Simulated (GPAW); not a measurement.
# A GW chain in GPAW: BeTe (F-43m)

Aim: the G0W0 gap of BeTe (F-43m) on PBE, step by step.

Method: PBE and many-body steps on it, plane waves, in GPAW 26.7.0.

The database entry behind the starting cell differs from later determinations by our own check (an axis about 1.5 % short against later determinations), so it need not match the best structure at ambient conditions.

## Step 1: Starting point

It takes space group F-43m (No. 216, cubic). Conventional cell: a = 5.540 Å, b = 5.540 Å, c = 5.540 Å, α = 90.00°, β = 90.00°, γ = 90.00°. Nearest to Be lie 4 Te at 2.40 Å. Nearest to Te lie 4 Be at 2.40 Å. Farther neighbours and most contacts between anions are not listed.

The cell and positions come from the Crystallography Open Database and are kept as given unless a step says otherwise. Spin-orbit coupling is left out unless a step names it.

## Step 2: Ground state

This step: GPAW 26.7.0; DFT, PBE, plane waves, PAW.

The ground-state density comes first.

Input file run.py:

```python
import json
import numpy as np
from gpaw.mpi import world
from ase import Atoms
from gpaw import GPAW, PW, FermiDirac

atoms = Atoms(['Be', 'Te'],
    cell=[[0.0000000000, 2.7700000000, 2.7700000000],
      [2.7700000000, 0.0000000000, 2.7700000000],
      [2.7700000000, 2.7700000000, 0.0000000000]],
    scaled_positions=[[0.0000000000, 0.0000000000, 0.0000000000],
      [0.2500000000, 0.2500000000, 0.2500000000]],
    pbc=(True, True, True))
calc = GPAW(mode=PW(600),
    xc='PBE',
    kpts={'size': (8, 8, 8), 'gamma': True},
    occupations=FermiDirac(0.001),
    nbands=-7,
    convergence={'density': 1e-6, 'bands': -3},
    maxiter=100,
    txt='gs.txt')
atoms.calc = calc
res = {'energy': atoms.get_potential_energy()}
kpts = calc.get_ibz_k_points()
res['kpts'] = kpts
res['eigenvalues'] = [calc.get_eigenvalues(kpt=k) for k in range(len(kpts))]
res['n_electrons'] = calc.get_number_of_electrons()
calc.write('gs.gpw')

if world.rank == 0:
    with open('result.json', 'w') as f:
        json.dump(res, f, default=lambda x: x.tolist())
```

The run is started by

```bash
> mpirun -n 8 gpaw python run.py
```

Numbers of over 12 decimals in the logs are rounded to 6 here.

The log of the run:

```text
__  _  _
 | _ |_)|_||  |
 |__||  | ||/\| - 26.7.0

Input parameters:
  mode=PW(ecut=600.0),
  convergence={'density': 1e-06, 'bands': -3},
  kpts=MonkhorstPack(size=(8, 8, 8), gamma=True),
  maxiter=100,
  nbands=-7,
  occupations=Occupations(name='fermi-dirac', width=0.001, fixmagmom=False),
  xc=XC(name='PBE')
  [... matrices ...]
Diagonalizing LCAO Hamiltonian
Converting LCAO to pw mode

           Te

       Be

Atoms  # Å, Bohr magnetons
|   | symbol |        x |        y |        z |    initial magnetic moments |
| 0 |     Be | 0.000000 | 0.000000 | 0.000000 | ( 0.0000,  0.0000,  0.0000) |
| 1 |     Te | 1.385000 | 1.385000 | 1.385000 | ( 0.0000,  0.0000,  0.0000) |

Unit cell  # Å
| periodic |        x |        y |        z |  lengths |    angles |
|      yes | 0.000000 | 2.770000 | 2.770000 | 3.917372 | 60.000000 |
|      yes | 2.770000 | 0.000000 | 2.770000 | 3.917372 | 60.000000 |
|      yes | 2.770000 | 2.770000 | 0.000000 | 3.917372 | 60.000000 |

Number of symmetries: 24
Symmetry operations  # r_c * U_cc + t_c -> r_c
|    | kind |            matrix            |
|  0 |  E   |  1, 0, 0,  0, 1, 0,  0, 0, 1 |
|  1 |  σ   |  1, 0, 0,  0, 0, 1,  0, 1, 0 |
|  2 |  σ   |  1, 0,-1,  0, 1,-1,  0, 0,-1 |
|  3 |  C3  |  1, 0,-1,  0, 0,-1,  0, 1,-1 |
|  4 |  C3  |  1,-1, 0,  0,-1, 1,  0,-1, 0 |
|  5 |  σ   |  1,-1, 0,  0,-1, 0,  0,-1, 1 |
|  6 |  σ   |  0, 1, 0,  1, 0, 0,  0, 0, 1 |
|  7 |  C3  |  0, 1, 0,  0, 0, 1,  1, 0, 0 |
|  8 |  C2  |  0, 1,-1,  1, 0,-1,  0, 0,-1 |
|  9 |  S4  |  0, 1,-1,  0, 0,-1,  1, 0,-1 |
| 10 |  C3  |  0, 0, 1,  1, 0, 0,  0, 1, 0 |
| 11 |  σ   |  0, 0, 1,  0, 1, 0,  1, 0, 0 |
| 12 |  S4  |  0, 0,-1,  1, 0,-1,  0, 1,-1 |
| 13 |  C3  |  0, 0,-1,  0, 1,-1,  1, 0,-1 |
| 14 |  S4  |  0,-1, 1,  1,-1, 0,  0,-1, 0 |
| 15 |  C2  |  0,-1, 1,  0,-1, 0,  1,-1, 0 |
| 16 |  C3  |  0,-1, 0,  1,-1, 0,  0,-1, 1 |
| 17 |  S4  |  0,-1, 0,  0,-1, 1,  1,-1, 0 |
| 18 |  S4  | -1, 1, 0, -1, 0, 1, -1, 0, 0 |
| 19 |  C3  | -1, 1, 0, -1, 0, 0, -1, 0, 1 |
| 20 |  C3  | -1, 0, 1, -1, 1, 0, -1, 0, 0 |
| 21 |  S4  | -1, 0, 1, -1, 0, 0, -1, 1, 0 |
| 22 |  σ   | -1, 0, 0, -1, 1, 0, -1, 0, 1 |
| 23 |  C2  | -1, 0, 0, -1, 0, 1, -1, 1, 0 |

BZ-sampling:
  Number of BZ points: 512
  Number of IBZ points: 29

  Monkhorst-Pack size: [8, 8, 8]
  Monkhorst-Pack shift: [0.0625, 0.0625, 0.0625]

K-points  # in reciprocal-cell coordinates
|     |                                coordinates |     weight |
|   0 | (  0.00000000,   0.00000000,   0.00000000) | 0.00195312 |
|   1 | (  0.12500000,   0.12500000,   0.00000000) | 0.01171875 |
|   2 | (  0.12500000,   0.12500000,   0.12500000) | 0.01562500 |
|   3 | (  0.25000000,   0.12500000,   0.12500000) | 0.02343750 |
|   4 | (  0.25000000,   0.25000000,   0.00000000) | 0.01171875 |
|   5 | (  0.25000000,   0.25000000,   0.12500000) | 0.04687500 |
|   6 | (  0.25000000,   0.25000000,   0.25000000) | 0.01562500 |
|   7 | (  0.37500000,   0.25000000,  -0.37500000) | 0.04687500 |
|   8 | (  0.37500000,   0.25000000,   0.12500000) | 0.04687500 |
|   9 | (  0.37500000,   0.25000000,   0.25000000) | 0.04687500 |
| ... |                                            |            |
|  28 | (  0.50000000,   0.50000000,   0.50000000) | 0.00781250 |

Plane wave coefficients: 1433
Cutoff: 600.0 eV

Spin-components: 1 (collinear spins)
Bands:           11
Projectors:      8
Spin-degeneracy: 2
Datatype:        complex128

  Storage: CPU
  Wave functions: 7_201_744 bytes (900_218 per core)
  Projectors: 12_439_376 bytes (1_554_922 per core)
  [... matrices ...]
Parallelization:
  kpt:    8
  domain: 1
  band:   1

Density:
  Valence electrons: 8.0
  Components: 1
  Grid points: [24 24 24]
  Charge: 0.0  # |e|

Potential:
  Grid points: [24 24 24]

species:
  Be:
    name:    Beryllium
    Z:       4.0
    valence: 2
    core:    2
    charge:  0.0  # [|e|]
    compensation charges:
      type: gauss
      rc: 0.25  # [Å]
      lmax: 2
    cutoffs:
      filter: 1.42  # [Å]
      core: 1.77  # [Å]
    projectors
    | kind |    occ | energy [eV] | rcut [Å] |
    |   2s |  2.000 |      -5.610 |    0.794 |
    |   2p |  0.000 |      -2.018 |    0.794 |
    |    s |        |      21.602 |    0.794 |

    Using partial waves for Be as LCAO basis

  Te:
    name:    Tellurium
    Z:       52.0
    valence: 6
    core:    46
    charge:  0.0  # [|e|]
    compensation charges:
      type: gauss
      rc: 0.36  # [Å]
      lmax: 2
    cutoffs:
      filter: 2.09  # [Å]
      core: 3.17  # [Å]
    projectors
    | kind |    occ | energy [eV] | rcut [Å] |
    |   5s |  2.000 |     -15.089 |    1.180 |
    |   5p |  4.000 |      -5.955 |    1.196 |
    |    s |        |      12.123 |    1.180 |
    |    p |        |      21.256 |    1.196 |
    |    d |        |       0.000 |    1.238 |

    Using partial waves for Te as LCAO basis

Reference energy: -185188.868407  # eV

eigensolver:
  PPCG
  Converge bands: -3
  niter=2

density mixing:
  MSR1-Mixer
  Pratt-step length: 0.05
  Maximum mixing coefficient: 0.75
  Old densities: 10
  SVD Regularization: 0.005
  Good broyden scale: 1.0
  Trust region scale: 1.0
  Backstep threshold: 4.0
  History deletion threshold: 6.0
  Fourier metric: weight=20.0, sigma=0.015

occupation numbers:
  Fermi-Dirac:
    width: 0.0010  # eV

poisson solver:
  ecut: 4800.0  # eV

xc functional:
  name: PBE with 2 nearest neighbor stencil

Initialization done in: 1.652 s

convergence criteria:
- Maximum integral of absolute [dens]ity change: 1e-06 electrons / valence electron
- Maximum [total energy] change in last 3 cyles: 0.0005 eV / valence electron
- Maximum integral of absolute [eigenst]ate change: 4e-08 eV^2 / valence electron
maximum number of iterations: 100

SCF iterations
|iter     |     time |      energy | eigst |  dens |
|iter:   1|  |   -7.751997 | +1.06 |       |
|iter:   2|  |   -7.731333 | -0.60 | -0.91 |
|iter:   3|  |   -7.605608 | -1.57 | -0.94 |
|iter:   4|  |   -7.606143 | -2.83 | -1.54 |
|iter:   5|  |   -7.606756c| -4.19 | -2.07 |
|iter:   6|  |   -7.606797c| -5.20 | -2.67 |
|iter:   7|  |   -7.606798c| -6.71 | -3.69 |
|iter:   8|  |   -7.606799c| -7.41c| -4.09 |
|iter:   9|  |   -7.606799c| -8.10c| -5.18 |
|iter:  10|  |   -7.606799c| -8.67c| -5.63 |
|iter:  11|  |   -7.606799c| -9.45c| -6.74c|

Converged in 11 steps
SCF loop duration: 1.600 s (0.145 s/step)
Energy contributions relative to reference atoms: (reference = -185188.868407)
  [... matrices ...]
Energy contributions:
  Kinetic:          18.473429
  Coulomb:         -16.512514
  Zero:              0.135024
  External:          0.000000
  Xc:               -9.702738
  Entropy:          -0.000000
  Spinorbit:         0.000000
  ----------------------------
  Free energy:      -7.606799
  Extrapolated:     -7.606799

dipole moment: (-11.289046, -11.289046, -11.289046)  # |e|*Ang

Fermi level: 6.830
Eigenvalues  # (at kpt = [0.000, 0.000, 0.000])
| band index |      eig [eV] | occ [0-2] |
|          0 |        -7.058 |     2.000 |
|          1 |         5.561 |     2.000 |
|          2 |         5.561 |     2.000 |
|          3 |         5.561 |     2.000 |
|          4 |         9.146 |     0.000 |
|          5 |         9.146 |     0.000 |
|          6 |         9.146 |     0.000 |
|          7 |         9.760 |     0.000 |
|          8 |        13.972 |     0.000 |
|          9 |        16.134 |     0.000 |
|         10 |        16.861 |     0.000 |

Gap: 1.858 eV
Transition (v -> c):
  (s=0, k=0, n=3, [0.00, 0.00, 0.00]) -> (s=0, k=24, n=4, [0.50, 0.50, 0.00])
Direct/indirect transitions are different
Direct gap: 3.585 eV
Transition at: (s=0, k=0, n=3, [0.00, 0.00, 0.00])
# Writing to gs.gpw (mode='')
  [... matrices ...]
```

Elapsed: 5.2 s, on 8 MPI ranks of Intel Xeon Platinum 8488C (Sapphire Rapids), shared host; peak memory 1.3 GiB.

Numbers from this step:

```
total energy               : -7.607 eV
gap                        : 1.858 eV
k of the valence top       : 0, 0, 0
k of the conduction bottom : 0.5, 0.5, 0
least direct gap           : 3.585 eV
```

The gap is indirect, with the least direct gap 1.73 eV higher.

## Step 3: Empty states on the mesh, 6×6×6 mesh, 233 bands

The sums over transitions need many empty states on a uniform mesh; this step solves for them.

Input file run.py:

```python
import json
import numpy as np
from gpaw.mpi import world
from gpaw import GPAW

calc = GPAW('gs.gpw').fixed_density(kpts={'size': (6, 6, 6), 'gamma': True},
    parallel={'domain': 1, 'band': 1},
    txt='nscf.txt')
calc.diagonalize_full_hamiltonian(nbands=233)
calc.write('full.gpw', mode='all')
res = {}
kpts = calc.get_ibz_k_points()
res['kpts'] = kpts
res['eigenvalues'] = [calc.get_eigenvalues(kpt=k) for k in range(len(kpts))]
res['n_electrons'] = calc.get_number_of_electrons()

if world.rank == 0:
    with open('result.json', 'w') as f:
        json.dump(res, f, default=lambda x: x.tolist())
```

The run is started by

```bash
> mpirun -n 8 gpaw python run.py
```

The log of the run:

```text
Diagonalizing LCAO Hamiltonian
Converting LCAO to pw mode
convergence criteria:
- Maximum integral of absolute [eigenst]ate change: 4e-08 eV^2 / valence electron
maximum number of iterations: 100

SCF iterations
|iter     |     time |      energy | eigst |  dens |
|iter:   1|  |             | +1.10 |       |
|iter:   2|  |             | -0.55 |       |
|iter:   3|  |             | -2.35 |       |
|iter:   4|  |             | -3.96 |       |
|iter:   5|  |             | -5.31 |       |
|iter:   6|  |             | -6.64 |       |
|iter:   7|  |             | -7.50c|       |
SCF steps: 7
  __  _  _
 | _ |_)|_||  |
 |__||  | ||/\| - 26.7.0

Input parameters:
  mode=PW(ecut=600.0),
  convergence={'density': 1e-06, 'bands': -3},
  gpts=array([24, 24, 24]),
  kpts=MonkhorstPack(size=(6, 6, 6), gamma=True),
  maxiter=100,
  nbands=11,
  occupations=Occupations(name='fermi-dirac', width=0.001, fixmagmom=False),
  parallel={'domain': 1, 'band': 1},
  xc=XC(name='PBE')
Matrix size: 1411x1411
# Writing to full.gpw (mode='all')
  [... matrices ...]

timing:  # [seconds]
  Total: 4.311  # ━━━━━━━━━━━━━━━━━━━━━━━━━━━━━━━━━━━━━━━━━━━━━━━━━━━━━━━━━━━
```

Wall time 9.7 s (8 MPI ranks); peak memory 2.5 GiB; 75 s of CPU time.

Numbers from this step:

| Item | Value |
| --- | --- |
| gap | 1.858 eV |
| k of the valence top | 0, 0, 0 |
| k of the conduction bottom | 0.5, 0.5, 0 |
| least direct gap | 3.585 eV |
| k points computed | 16 |
| lowest point of the top converged band, above the valence top | 162.7746 eV |

On this mesh the gap is 1.858 eV.

## Step 4: Screening and self-energy, 6×6×6 mesh, 223 bands, screening to 175 eV

Now the one-shot GW correction: screening in the RPA, then the self-energy of the levels asked for.

This step: G0W0 on PBE, plane waves, PAW.

Input file run.py:

```python
import json
import numpy as np
from gpaw.mpi import world
from gpaw.response.g0w0 import G0W0

gw = G0W0('full.gpw',
    filename='gw',
    kpts=[0, 12],
    bands=(2, 6),
    ecut=175,
    nbands=223,
    integrate_gamma='WS',
    ppa=True)
gw.calculate()
res = {mode: {k: v for k, v in r.items() if k != 'sigma_eskwn'}
       for mode, r in gw.all_results.items()}

if world.rank == 0:
    with open('result.json', 'w') as f:
        json.dump(res, f, default=lambda x: x.tolist())
```

The run is started by

```bash
> mpirun -n 8 gpaw python run.py
```

The log of the run:

```text
Using integrator: PointIntegrator
FrequencyGridDescriptor(from 0.000+0.000j to 0.000+27.211j eV, 2 points)
Nonperiodic BCs:  [False False False]
Using integrator: PointIntegrator
FrequencyGridDescriptor(from 0.000+0.000j to 0.000+27.211j eV, 2 points)
Nonperiodic BCs:  [False False False]
  ___  _ _ _
 |   || | | |
 | | || | | |
 |__ ||_____|
 |___|

BZ k-points: Symmetries present (total): 24

  [... matrices ...]
216 k-points: 6 x 6 x 6 Monkhorst-Pack grid + [1/12,1/12,1/12]
16 k-points in the irreducible part of the Brillouin zone
       k-points in crystal coordinates                weights
   0:     0.00000000    0.00000000    0.00000000          1/216
   1:     0.16666667    0.16666667    0.00000000          6/216
   2:     0.16666667    0.16666667    0.16666667          8/216
   3:     0.33333333    0.16666667    0.16666667         12/216
   4:     0.33333333    0.33333333   -0.33333333         12/216
   5:     0.33333333    0.33333333    0.00000000          6/216
   6:     0.33333333    0.33333333    0.16666667         24/216
   7:     0.33333333    0.33333333    0.33333333          8/216
   8:     0.50000000    0.33333333   -0.33333333         24/216
   9:     0.50000000    0.33333333   -0.16666667         12/216
          ...
  15:     0.50000000    0.50000000    0.50000000          4/216

Distributing spins, k-points and bands (1 x 2 x 4) over 8 processes
Number of blocks: 1

Quasi particle states:
k-points (IBZ indices): [0, 12]
Band range: (2, 6)
  [... matrices ...]
Computational parameters:
Plane wave cut-off: 175 eV
Number of bands: 223
Coulomb cutoff: None
Broadening: 0.1 eV

fxc modes: GW
Kernel: RPA
Using Godby-Needs plasmon-pole approximation:
  Fitting energy: i*E0, E0 = 1.000 Hartree
Summing all q:

Calculating screened Coulomb potential
No Coulomb truncation
FrequencyGridDescriptor(from 0.000+0.000j to 0.000+27.211j eV, 2 points)
Removing empty qpoint cache files...

Calculating chi0 body with:
    Ground state adapter containing:
    Number of spins: 1
    Number of kpoints: 216
    Number of irreducible kpoints: 16
    Number of completely occupied states: 4
    Number of partially occupied states: 4
    Occupied states memory: 0.84375 M / cpu

    Linear response parametrization:
    q_c: [1.3877787807814457e-17, 1.3877787807814457e-17, 1.3877787807814457e-17]
    Number of frequency points: 2
    Planewave cutoff: 175.0
    Number of bands: 223
    Number of planewaves: 229
    Broadening (eta): 1e-06
    comm.size: 8
    kncomm.size: 8
    blockcomm.size: 1

    Memory estimate of potentially large arrays:
        chi0_wGG: 1.600372 M / cpu
Integrating chi0 body.

Symmetries of q_c:
    Direct symmetries (Uq -> q): 24
    Indirect symmetries (TUq -> q): 24
In total 48 allowed symmetries.

  [... matrices ...]
16 groups of equivalent kpoints. 92.592593% reduction.

Integral kind: response function
Integrating chi0 head and wings.

Symmetries of q_c:
    Direct symmetries (Uq -> q): 24
    Indirect symmetries (TUq -> q): 24
In total 48 allowed symmetries.

  [... matrices ...]
16 groups of equivalent kpoints. 92.592593% reduction.

Integral kind: response function wings

Calculating chi0 body with:
    Ground state adapter containing:
    Number of spins: 1
    Number of kpoints: 216
    Number of irreducible kpoints: 16
    Number of completely occupied states: 4
    Number of partially occupied states: 4
[... the further q-points ...]

Results:
f:      Occupation numbers
eps:     KS-eigenvalues [eV]
vxc:     KS vxc [eV]
exx:     Exact exchange [eV]
sigma:   Self-energies [eV]
dsigma:  Self-energy derivatives
Z:       Renormalization factors
qp:      QP-energies [eV]

k-point 0 (0): (0.000, 0.000, 0.000)                GW
band       f     eps     vxc     exx   sigma  dsigma       Z      qp
                                                                   GW
   2   1.000   5.561 -14.534 -16.109   0.741  -0.248   0.801   4.893
   3   1.000   5.561 -14.534 -16.109   0.741  -0.248   0.801   4.893
   4   0.000   9.146 -10.888  -6.448  -4.084  -0.255   0.797   9.430
   5   0.000   9.146 -10.888  -6.448  -4.084  -0.255   0.797   9.430

k-point 1 (12): (0.500, 0.500, 0.000)                GW
band       f     eps     vxc     exx   sigma  dsigma       Z      qp
                                                                   GW
   2   1.000   2.726 -12.666 -15.429   1.665  -0.276   0.784   1.865
   3   1.000   2.726 -12.666 -15.429   1.665  -0.276   0.784   1.865
   4   0.000   7.420  -9.495  -5.687  -3.740  -0.231   0.812   7.475
   5   0.000   8.171 -10.359  -6.455  -3.846  -0.243   0.804   8.217
```

It took 2.6 min on 8 MPI ranks; peak memory 2.4 GiB; 21 min of CPU time.

This step gave:

| Item | Value |
| --- | --- |
| G0W0 gap on the points computed | 2.581 eV |
| least direct G0W0 gap on the computed points | 4.536 eV |
| Z at the valence top | 0.8011 |
| Z at the conduction bottom | 0.8122 |
| starting gap on the mesh | 1.858 eV |
| k of the valence top | 0, 0, 0 |
| k of the conduction bottom | 0.5, 0.5, 0 |

The gap on the mesh goes from 1.86 eV to 2.58 eV, a correction of +0.72 eV.

Limits: finite bands, cutoff and mesh; no spin-orbit coupling. v1 is the top filled band, c1 the lowest empty one. The levels before and after the correction (eV, zero at the valence-band top of each column):

```tsv
	conduction bottom	valence top
Kohn-Sham	1.86	0.00
G0W0	2.58	0.00
```

```tsv
	level	energy (eV)
Kohn-Sham	Γ v2-v1	0.000
Kohn-Sham	Γ c1-c2	3.585
Kohn-Sham	(0.5 0.5 0) v2-v1	-2.835
Kohn-Sham	(0.5 0.5 0) c1	1.858
Kohn-Sham	(0.5 0.5 0) c2	2.610
G0W0	Γ v2-v1	0.000
G0W0	Γ c1-c2	4.536
G0W0	(0.5 0.5 0) v2-v1	-3.028
G0W0	(0.5 0.5 0) c1	2.581
G0W0	(0.5 0.5 0) c2	3.324
```

## Step 5: Where the time went

Times are wall times on 8 MPI ranks of Intel Xeon Platinum 8488C (Sapphire Rapids), shared host, good to a factor of about two.

```tsv
step	time	share	memory (GiB)
ground state	5.2 s	3 %	1.3
empty states on the mesh	9.7 s	6 %	2.5
screening and self-energy	2.6 min	91 %	2.4
```

## Step 6: Outcome

```
PBE gap              : 1.86 eV, indirect
G0W0 gap on the mesh : 2.58 eV
GW settings          : 6×6×6 mesh, 223 bands, screening to 175 eV, Godby-Needs plasmon pole
known limits         : not at the basis limit; no spin-orbit coupling
```

In words: G0W0 moves the gap on the mesh from 1.86 eV to 2.58 eV (+0.72 eV), with Z of 0.80 and 0.81 at the edges. Only 2 of the mesh's irreducible points were corrected, so a valley elsewhere could overtake. The dearest step here is «screening and self-energy». Bands and cutoff are finite, so the gap is not at the basis limit. The miss can reach some tenths of an eV and take either sign; the mesh is an error of its own. These stock PAW sets were not made for GW; the filled d or f shell of Te lies in the frozen core, which bears on start and correction. In the G0W0 run levels were corrected at 2 k points alone, so a gap called «on the mesh» is the least over those, and an edge elsewhere would be missed. The many-body steps are scalar-relativistic: spin-orbit coupling is not in them.

[Paths, hosts, dates, memory and timing lines, banners, echoed tables and standing remarks are left out of the program output.]

[Logs are printed without paths, hosts, clocks, repeated set-up lines and the standing remarks that a program may print on its own settings, such as how far it seeks lower states.]

[Runs of the session that timed out or met a known fault of the program may be left out.]

[Hosts, paths, dates, database ids (printed as entryN), source tags and the programs' standing remarks are cut or masked in the printed files.]
